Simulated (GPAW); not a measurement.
Crystal: Os.

```
Os
1.0
     2.73410    0.00000    0.00000
    -1.36705    2.36780    0.00000
     0.00000    0.00000    4.31970
Os
2
Direct
  0.66667 0.33333 0.75000
  0.33333 0.66667 0.25000
```

Program: GPAW 26.7.0. Alike in all runs: task band structure; spin SOC, no magnetisation; cell as given; k mesh 8 × 8 × 5; cutoff (eV) 600; smearing fermi-dirac 0.05 eV.

**Question.** Order these runs on this cell by their pressure, lowest first.
A. level M06-L; potentials or basis GPAW PAW data sets (gpaw-data 1.2.1), pw; band points 80; spin axis theta (degrees) 90; spin axis phi (degrees) 0
B. level PW91; potentials or basis PAW data sets generated in the run's folder for this functional, pw; band points 100; spin axis theta (degrees) 90; spin axis phi (degrees) 45
C. level revPBE; potentials or basis the program's PAW data sets (release 1.2.1) made for this functional, pw; band points 60; spin axis theta (degrees) 90; spin axis phi (degrees) 45
D. level r4SCAN; potentials or basis GPAW PAW data sets (gpaw-data 1.2.1), pw; band points 100; spin axis theta (degrees) 54.7; spin axis phi (degrees) 45

**Answer.** A (-8.6 GPa), D (-1.9 GPa), B (6.5 GPa), C (9.4 GPa).

Caveats: spin-orbit coupling was added after a scalar SCF, so levels and gaps hold it while energy, forces, pressure and moments don't; the PAW data sets were made with another functional, which shifts forces and pressure a little (some runs).
